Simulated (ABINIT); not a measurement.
**AlN (P6_3mc): one start, several treatments of the self-energy**

Aim: compare treatments of exchange, screening and correlation for the gap of AlN (P6_3mc).

Program: ABINIT 10.8.3. Level of theory: PBE and many-body steps on it, plane waves. Results are calculated unless marked as measured.

The database entry behind the starting cell differs from later determinations by our own check (inner coordinate u about 0.002 short), so it need not match the best structure at ambient conditions.

### 1. Set-up

Symmetry: P6_3mc, No. 186, hexagonal system. The conventional cell has a = 3.113 Å, b = 3.113 Å, c = 4.981 Å, α = 90.00°, β = 90.00°, γ = 120.00°. Nearest to Al lie 4 N at 1.89 Å. Nearest to N lie 4 Al at 1.89 Å. Farther neighbours and most contacts between anions are not listed.

The cell and positions come from the Crystallography Open Database and are kept as given unless a step says otherwise.

### 2. Empty states on the mesh, 6×6×4 mesh, 190 bands

This step: ABINIT 10.8.3; DFT, PBE, plane waves, norm-conserving pseudopotentials.

The sums over transitions need many empty states on a uniform mesh; this step solves for them.

Contents of run.abi:

```
acell 3*1.0 Angstrom
rprim 
  3.113000000011 -0.000000000003 0.000000000000
  -1.556500000003 2.695937081992 0.000000000000
  0.000000000000 0.000000000000 4.981000000000
ntypat 2
znucl 13 7
natom 4
typat 1 1 2 2
xred 
  0.333333333333 0.666666666667 0.000000000000
  0.666666666667 0.333333333333 0.500000000000
  0.333333333333 0.666666666667 0.380000000000
  0.666666666667 0.333333333333 0.880000000000
pp_dirpath "pseudos"
pseudos "Al.upf, N.upf"
ecut 36
ngkpt 6 6 4
nshiftk 1
shiftk 0 0 0
kptopt 1
chksymbreak 0
irdden 1
istwfk *1
nband 190
prtvol 0
optdriver 6
gwr_task "HDIAGO"
paral_kgb 0
occopt 1
indata_prefix "in"
outdata_prefix "out"
tmpdata_prefix "tmp"
```

Run with:

```bash
> OMP_NUM_THREADS=1 mpirun -n 8 abinit run.abi > log
```

The program printed:

```text
.Version 10.8.3 of ABINIT. v10.8.2 released Aug 2026.

 Symmetries : space group P6_3 m c (#186); Bravais hP (primitive hexag.)
[... echo of the input left out ...]
== DATASET  1 ==================================================================
-   mpi_nproc: 8, omp_nthreads: 1 (-1 if OMP is not activated)

--- !DatasetInfo
iteration_state: {dtset: 1, }
dimensions: {natom: 4, nkpt: 21, mband: 190, nsppol: 1, nspinor: 1, nspden: 1, mpw: 2934, }
cutoff_energies: {ecut:  36.0, pawecutdg:  -1.0, }
[...]
Direct band gap semiconductor
 Fundamental gap:     4.220 (eV)
   VBM:     5.314 (eV) at k: [ 0.0000E+00,  0.0000E+00,  0.0000E+00]
   CBM:     9.535 (eV) at k: [ 0.0000E+00,  0.0000E+00,  0.0000E+00]
 Direct gap:         4.220 (eV) at k: [ 0.0000E+00,  0.0000E+00,  0.0000E+00]

== END DATASET(S) ==============================================================
================================================================================

 -outvars: echo values of variables after computation  --------
           etotal      0.0000000000E+00
            nband         190
             nkpt          21
          spgroup         186
 [... the other variables as echoed above ...]

 Calculation completed.
```

The job ended after 1.7 min (8 MPI ranks of Arm Neoverse N1, shared host; peak memory 4.1 GiB).

This step gave:

| Property | Result |
| --- | --- |
| gap | 4.220 eV |
| k of the valence top | 0, 0, 0 |
| k of the conduction bottom | 0, 0, 0 |
| least direct gap | 4.220 eV |
| k points computed | 21 |
| lowest point of the top converged band, above the valence top | 134.4323 eV |

On this mesh the gap is 4.220 eV.

The density comes from a self-consistent run that is not shown.

### 3. Screening, 6×6×4 mesh, 182 bands, screening to 228.6 eV

The RPA dielectric matrix is built and inverted for each q.

This step: RPA screening on PBE, plane waves, norm-conserving pseudopotentials.

run.abi: that of step 2 with these lines changed.

```diff
@@ -22,10 +22,11 @@
 chksymbreak 0
-irdden 1
 istwfk *1
-nband 190
-prtvol 0
-optdriver 6
-gwr_task "HDIAGO"
-paral_kgb 0
 occopt 1
+irdwfk 1
+optdriver 3
+nband 182
+ecuteps 8.4
+inclvkb 2
+awtr 1
+symchi 1
 indata_prefix "in"
```

The program printed:

```text
.Version 10.8.3 of ABINIT. v10.8.2 released Aug 2026.

 Symmetries : space group P6_3 m c (#186); Bravais hP (primitive hexag.)
[... echo of the input left out ...]
== DATASET  1 ==================================================================
-   mpi_nproc: 8, omp_nthreads: 1 (-1 if OMP is not activated)

--- !DatasetInfo
iteration_state: {dtset: 1, }
dimensions: {natom: 4, nkpt: 21, mband: 182, nsppol: 1, nspinor: 1, nspden: 1, mpw: 2934, }
cutoff_energies: {ecut:  36.0, pawecutdg:  -1.0, }
electrons: {nelect:   1.60000000E+01, charge:   0.00000000E+00, occopt:   1.00000000E+00, tsmear:   1.00000000E-02, }

 SCREENING: Calculation of the susceptibility and dielectric matrices

 Based on a program developped by R.W. Godby, V. Olevano, G. Onida, and L. Reining.
 Incorporated in ABINIT by V. Olevano, G.-M. Rignanese, and M. Torrent.
.Using double precision arithmetic ; gwpc =  8

[... cell and pseudopotentials left out ...]
--------------------------------------------------------------------------------

 ==== K-mesh for the wavefunctions ====
 Number of points in the irreducible wedge :    21
[... list of points left out ...]
 Together with 12 symmetry operations and time-reversal symmetry
 yields   144 points in the full Brillouin Zone.

 ==== Q-mesh for the screening function ====
 Number of points in the irreducible wedge :    21
[... list of points left out ...]
 Together with 12 symmetry operations and time-reversal symmetry
 yields   144 points in the full Brillouin Zone.

 setmesh: FFT mesh size selected  =    24x   24x   40
          total number of points  =        23040

 vcoul_init : cutoff-mode = AUXILIARY_FUNCTION
 q-points for optical limit:   1
     1)      0.000010    0.000020    0.000030

- screening: taking advantage of time-reversal symmetry
- Maximum band index for partially occupied states nbvw = 8
- Remaining bands to be divided among processors   nbcw = 174
- Number of bands treated by each node ~21

 Number of electrons calculated from density =   16.0000; Expected =   16.0000
 average of density, n =  0.056718
 r_s =    1.6146
 omega_plasma =   22.9728 [eV]

 calculating chi0 at frequencies [eV] :
  1    0.000000E+00    0.000000E+00
  2    0.000000E+00    2.297283E+01

--------------------------------------------------------------------------------
  q-point number  1        q = ( 0.000000, 0.000000, 0.000000) [r.l.u.]
--------------------------------------------------------------------------------
[... chi0 elements left out ...]
 For q-point:  0.000010 0.000020 0.000030
  dielectric constant =   4.2128
  dielectric constant without local fields =   4.6425

  Average fulfillment of the sum rule on Im[epsilon] for q-point    1 :     89.87  [%]
[... wings left out ...]
  q-point number  2        q = ( 0.166667, 0.000000, 0.000000) [r.l.u.]
--------------------------------------------------------------------------------
[... chi0 elements left out ...]
  Average fulfillment of the sum rule on Im[epsilon] for q-point    2 :     94.40  [%]

 [... 19 further q-points ...]
```

Wall time 6 min (8 MPI ranks); peak memory 2.7 GiB.

Numbers from this step:

```yaml
eps_infinity_with_local_fields_on_this_mesh_along_the_program_s_q_direction: 4.213
the_same_without_local_fields: 4.643
plasma_frequency: 22.97 eV
plane_waves_in_the_screening_matrix: 313
```

Local fields lower ε∞ by 9 %.

### 4. G0W0, Godby-Needs plasmon pole

The self-energy is evaluated for the states that the input lists, and the levels follow from it, in one-shot runs by the linearised quasiparticle equation.

This step: G0W0 on PBE, plane waves, norm-conserving pseudopotentials.

run.abi: that of step 3 with these lines changed.

```diff
@@ -25,8 +25,15 @@
 irdwfk 1
-optdriver 3
+optdriver 4
 nband 182
+gwcalctyp 0
+ecutsigx 36
+symsigma 1
+nkptgw 1
+kptgw 
+  0.0000000000 0.0000000000 0.0000000000
+bdgw 
+  6 10
 ecuteps 8.4
-inclvkb 2
-awtr 1
-symchi 1
+irdscr 1
+ppmodel 1
 indata_prefix "in"
```

The program printed:

```text
.Version 10.8.3 of ABINIT. v10.8.2 released Aug 2026.

 Symmetries : space group P6_3 m c (#186); Bravais hP (primitive hexag.)
[... echo of the input left out ...]
== DATASET  1 ==================================================================
-   mpi_nproc: 8, omp_nthreads: 1 (-1 if OMP is not activated)

--- !DatasetInfo
iteration_state: {dtset: 1, }
dimensions: {natom: 4, nkpt: 21, mband: 182, nsppol: 1, nspinor: 1, nspden: 1, mpw: 2934, }
cutoff_energies: {ecut:  36.0, pawecutdg:  -1.0, }
electrons: {nelect:   1.60000000E+01, charge:   0.00000000E+00, occopt:   1.00000000E+00, tsmear:   1.00000000E-02, }

 SIGMA: Calculation of the GW corrections

 Based on a program developped by R.W. Godby, V. Olevano, G. Onida, and L. Reining.
 Incorporated in ABINIT by V. Olevano, G.-M. Rignanese, and M. Torrent.
.Using double precision arithmetic ; gwpc =  8

[... cell and pseudopotentials left out ...]
--------------------------------------------------------------------------------

 ==== K-mesh for the wavefunctions ====
 Number of points in the irreducible wedge :    21
[... list of points left out ...]
 Together with 12 symmetry operations and time-reversal symmetry
 yields   144 points in the full Brillouin Zone.

 ==== Q-mesh for screening function ====
 Number of points in the irreducible wedge :    21
[... list of points left out ...]
 Together with 12 symmetry operations and time-reversal symmetry
 yields   144 points in the full Brillouin Zone.

 vcoul_init : cutoff-mode = AUXILIARY_FUNCTION
 q-points for optical limit:   1
     1)      0.000010    0.000020    0.000030
 setmesh: FFT mesh size selected  =    27x   27x   54
          total number of points  =        39366

 Number of electrons calculated from density =   16.0000; Expected =   16.0000
 average of density, n =  0.056718
 r_s =    1.6146
 omega_plasma =   22.9728 [eV]

 === KS Band Gaps ===
  >>>> For spin  1
   Minimum direct gap =   4.2205 [eV], located at k-point      :   0.0000  0.0000  0.0000
   Fundamental gap    =   4.2205 [eV], Top of valence bands at :   0.0000  0.0000  0.0000
                                       Bottom of conduction at :   0.0000  0.0000  0.0000
 SIGMA fundamental parameters:
 PLASMON POLE MODEL  1
 number of plane-waves for SigmaX                 2863
 number of plane-waves for SigmaC and W            313
 number of plane-waves for wavefunctions          2863
 number of bands                                   182
 number of independent spin polarizations            1
 number of spinorial components                      1
 number of k-points in IBZ                          21
 number of q-points in IBZ                          21
 number of symmetry operations                      12
 number of k-points in BZ                          144
 number of q-points in BZ                          144
 number of frequencies for dSigma/dE                 9
 frequency step for dSigma/dE [eV]                0.25
 number of omega for Sigma on real axis              0
 max omega for Sigma on real axis  [eV]           0.00
 zcut for avoiding poles [eV]                     0.10

 EPSILON^-1 parameters (SCR file):
 dimension of the eps^-1 matrix on file            313
 dimension of the eps^-1 matrix used               313
 number of plane-waves for wavefunctions          2863
 number of bands                                   182
 number of q-points in IBZ                          21
 number of frequencies                               2
 number of real frequencies                          1
 number of imag frequencies                          1

 matrix elements of self-energy operator (all in [eV])

 Perturbative Calculation

--- !SelfEnergy_ee
iteration_state: {dtset: 1, }
kpoint     : [   0.000,    0.000,    0.000, ]
spin       : 1
KS_gap     :    4.220
QP_gap     :    5.615
Delta_QP_KS:    1.394
data: !SigmaeeData |
     Band     E0 <VxcDFT>   SigX SigC(E0)      Z dSigC/dE  Sig(E)    E-E0       E
        6   5.135 -16.968 -20.992   2.958   0.787  -0.271 -17.807  -0.839   4.296
        7   5.135 -16.968 -20.992   2.958   0.787  -0.271 -17.807  -0.839   4.296
        8   5.314 -17.078 -21.024   2.916   0.787  -0.271 -17.889  -0.811   4.504
        9   9.535 -12.527  -8.048  -3.764   0.817  -0.224 -11.944   0.584  10.118
       10  11.990 -10.836  -5.799  -4.284   0.827  -0.210 -10.214   0.622  12.612

== END DATASET(S) ==============================================================
================================================================================

 -outvars: echo values of variables after computation  --------
           etotal      0.0000000000E+00
            nband         182
             nkpt          21
          spgroup         186
 [... the other variables as echoed above ...]

 Calculation completed.
```

The job ended after 24 s (8 MPI ranks; peak memory 3 GiB).

Numbers from this step:

```yaml
g0w0_gap_on_the_points_computed: 5.614 eV
starting_gap_on_the_mesh: 4.220 eV
k_of_the_valence_top: 0, 0, 0
k_of_the_conduction_bottom: 0, 0, 0
z_at_the_valence_top: 0.787
z_at_the_conduction_bottom: 0.817
least_direct_g0w0_gap_on_the_computed_points: 5.614 eV
```

The gap on the mesh goes from 4.22 eV to 5.61 eV, a correction of +1.39 eV.

### 5. G0W0, Hybertsen-Louie plasmon pole

run.abi: that of step 4 with these lines changed.

```diff
@@ -37,3 +37,3 @@
 irdscr 1
-ppmodel 1
+ppmodel 2
 indata_prefix "in"
```

The program printed:

```text
.Version 10.8.3 of ABINIT. v10.8.2 released Aug 2026.

 Symmetries : space group P6_3 m c (#186); Bravais hP (primitive hexag.)
[... echo of the input left out ...]
== DATASET  1 ==================================================================
-   mpi_nproc: 8, omp_nthreads: 1 (-1 if OMP is not activated)

--- !DatasetInfo
iteration_state: {dtset: 1, }
dimensions: {natom: 4, nkpt: 21, mband: 182, nsppol: 1, nspinor: 1, nspden: 1, mpw: 2934, }
cutoff_energies: {ecut:  36.0, pawecutdg:  -1.0, }
electrons: {nelect:   1.60000000E+01, charge:   0.00000000E+00, occopt:   1.00000000E+00, tsmear:   1.00000000E-02, }

 SIGMA: Calculation of the GW corrections

 Based on a program developped by R.W. Godby, V. Olevano, G. Onida, and L. Reining.
 Incorporated in ABINIT by V. Olevano, G.-M. Rignanese, and M. Torrent.
.Using double precision arithmetic ; gwpc =  8

[... cell and pseudopotentials left out ...]
--------------------------------------------------------------------------------

 ==== K-mesh for the wavefunctions ====
 Number of points in the irreducible wedge :    21
[... list of points left out ...]
 Together with 12 symmetry operations and time-reversal symmetry
 yields   144 points in the full Brillouin Zone.

 ==== Q-mesh for screening function ====
 Number of points in the irreducible wedge :    21
[... list of points left out ...]
 Together with 12 symmetry operations and time-reversal symmetry
 yields   144 points in the full Brillouin Zone.

 vcoul_init : cutoff-mode = AUXILIARY_FUNCTION
 q-points for optical limit:   1
     1)      0.000010    0.000020    0.000030
 setmesh: FFT mesh size selected  =    27x   27x   54
          total number of points  =        39366

 Number of electrons calculated from density =   16.0000; Expected =   16.0000
[...]
number of q-points in IBZ                          21
 number of symmetry operations                      12
 number of k-points in BZ                          144
 number of q-points in BZ                          144
 number of frequencies for dSigma/dE                 9
 frequency step for dSigma/dE [eV]                0.25
 number of omega for Sigma on real axis              0
 max omega for Sigma on real axis  [eV]           0.00
 zcut for avoiding poles [eV]                     0.10

 EPSILON^-1 parameters (SCR file):
 dimension of the eps^-1 matrix on file            313
 dimension of the eps^-1 matrix used               313
 number of plane-waves for wavefunctions          2863
 number of bands                                   182
 number of q-points in IBZ                          21
 number of frequencies                               2
 number of real frequencies                          1
 number of imag frequencies                          1

 matrix elements of self-energy operator (all in [eV])

 Perturbative Calculation

--- !SelfEnergy_ee
iteration_state: {dtset: 1, }
kpoint     : [   0.000,    0.000,    0.000, ]
spin       : 1
KS_gap     :    4.220
QP_gap     :    5.721
Delta_QP_KS:    1.500
data: !SigmaeeData |
     Band     E0 <VxcDFT>   SigX SigC(E0)      Z dSigC/dE  Sig(E)    E-E0       E
        6   5.135 -16.968 -20.992   2.451   0.825  -0.212 -18.266  -1.298   3.837
        7   5.135 -16.968 -20.992   2.451   0.825  -0.212 -18.266  -1.298   3.837
        8   5.314 -17.078 -21.024   2.414   0.825  -0.212 -18.342  -1.265   4.050
        9   9.535 -12.527  -8.048  -4.200   0.846  -0.182 -12.291   0.236   9.771
       10  11.990 -10.836  -5.799  -4.581   0.852  -0.173 -10.447   0.389  12.379

== END DATASET(S) ==============================================================
================================================================================

 -outvars: echo values of variables after computation  --------
           etotal      0.0000000000E+00
            nband         182
             nkpt          21
          spgroup         186
 [... the other variables as echoed above ...]

 Calculation completed.
```

Elapsed: 23 s, on 8 MPI ranks; peak memory 2.8 GiB.

This step gave:

```yaml
g0w0_gap_on_the_points_computed: 5.721 eV
starting_gap_on_the_mesh: 4.220 eV
k_of_the_valence_top: 0, 0, 0
k_of_the_conduction_bottom: 0, 0, 0
z_at_the_valence_top: 0.825
z_at_the_conduction_bottom: 0.846
least_direct_g0w0_gap_on_the_computed_points: 5.721 eV
```

Against G0W0 in ABINIT (6×6×4 mesh, 182 bands, screening to 228.6 eV, Godby-Needs plasmon pole), the gap moves by +0.107 eV.

### 6. G0W0, von der Linden-Horsch plasmon pole

run.abi: that of step 5 with these lines changed.

```diff
@@ -37,3 +37,3 @@
 irdscr 1
-ppmodel 2
+ppmodel 3
 indata_prefix "in"
```

The program printed:

```text
.Version 10.8.3 of ABINIT. v10.8.2 released Aug 2026.

 Symmetries : space group P6_3 m c (#186); Bravais hP (primitive hexag.)
[... echo of the input left out ...]
== DATASET  1 ==================================================================
-   mpi_nproc: 8, omp_nthreads: 1 (-1 if OMP is not activated)

--- !DatasetInfo
iteration_state: {dtset: 1, }
dimensions: {natom: 4, nkpt: 21, mband: 182, nsppol: 1, nspinor: 1, nspden: 1, mpw: 2934, }
cutoff_energies: {ecut:  36.0, pawecutdg:  -1.0, }
[...]
8   5.314 -17.078 -21.024   2.501   0.838  -0.193 -18.289  -1.211   4.104
        9   9.535 -12.527  -8.048  -4.157   0.860  -0.163 -12.250   0.277   9.812
       10  11.990 -10.836  -5.799  -4.716   0.870  -0.150 -10.557   0.279  12.269

== END DATASET(S) ==============================================================
================================================================================

 -outvars: echo values of variables after computation  --------
           etotal      0.0000000000E+00
            nband         182
             nkpt          21
          spgroup         186
 [... the other variables as echoed above ...]

 Calculation completed.
```

Run time: 17 s. Hardware: 8 MPI ranks; peak memory 2.1 GiB.

Numbers from this step:

- G0W0 gap on the points computed: 5.708 eV
- starting gap on the mesh: 4.220 eV
- k of the valence top: 0, 0, 0
- k of the conduction bottom: 0, 0, 0
- least direct G0W0 gap on the computed points: 5.708 eV

Against G0W0 in ABINIT (6×6×4 mesh, 182 bands, screening to 228.6 eV, Godby-Needs plasmon pole), the gap moves by +0.094 eV.

### 7. G0W0, Engel-Farid plasmon pole

run.abi: that of step 6 with these lines changed.

```diff
@@ -37,3 +37,3 @@
 irdscr 1
-ppmodel 3
+ppmodel 4
 indata_prefix "in"
```

The program printed:

```text
.Version 10.8.3 of ABINIT. v10.8.2 released Aug 2026.

 Symmetries : space group P6_3 m c (#186); Bravais hP (primitive hexag.)
[... echo of the input left out ...]
== DATASET  1 ==================================================================
-   mpi_nproc: 8, omp_nthreads: 1 (-1 if OMP is not activated)

--- !DatasetInfo
iteration_state: {dtset: 1, }
dimensions: {natom: 4, nkpt: 21, mband: 182, nsppol: 1, nspinor: 1, nspden: 1, mpw: 2934, }
cutoff_energies: {ecut:  36.0, pawecutdg:  -1.0, }
[...]
8   5.314 -17.078 -21.024   2.537   0.801  -0.248 -18.206  -1.129   4.186
        9   9.535 -12.527  -8.048  -4.021   0.832  -0.202 -12.146   0.381   9.916
       10  11.990 -10.836  -5.799  -4.491   0.839  -0.193 -10.379   0.457  12.447

== END DATASET(S) ==============================================================
================================================================================

 -outvars: echo values of variables after computation  --------
           etotal      0.0000000000E+00
            nband         182
             nkpt          21
          spgroup         186
 [... the other variables as echoed above ...]

 Calculation completed.
```

Wall time 17 s (8 MPI ranks); peak memory 2.4 GiB; 2.2 min of CPU time.

This step gave:

```
G0W0 gap on the points computed              : 5.73 eV
starting gap on the mesh                     : 4.220 eV
k of the valence top                         : 0, 0, 0
k of the conduction bottom                   : 0, 0, 0
least direct G0W0 gap on the computed points : 5.73 eV
```

Against G0W0 in ABINIT (6×6×4 mesh, 182 bands, screening to 228.6 eV, Godby-Needs plasmon pole), the gap moves by +0.116 eV.

(Continued in part 2 of 2.)

[Paths, hosts, dates, memory and timing lines, banners, echoed tables and standing remarks are left out of the program output.]

[Logs are printed without paths, hosts, clocks, repeated set-up lines and the standing remarks that a program may print on its own settings, such as how far it seeks lower states.]

[Runs of the session that timed out or met a known fault of the program may be left out.]

[Hosts, paths, dates, database ids (printed as entryN), source tags and the programs' standing remarks are cut or masked in the printed files.]

[G0W0 gaps are taken among the corrected bands and points alone; a level outside them can change the order at an edge.]

[Where Ansatz stands beside ABINIT at settings called matched, ABINIT's density can come from a denser mesh and the files from another edition; pairs whose starting gaps differed by over 0.03 eV were left out, so agreement reads better than it is.]
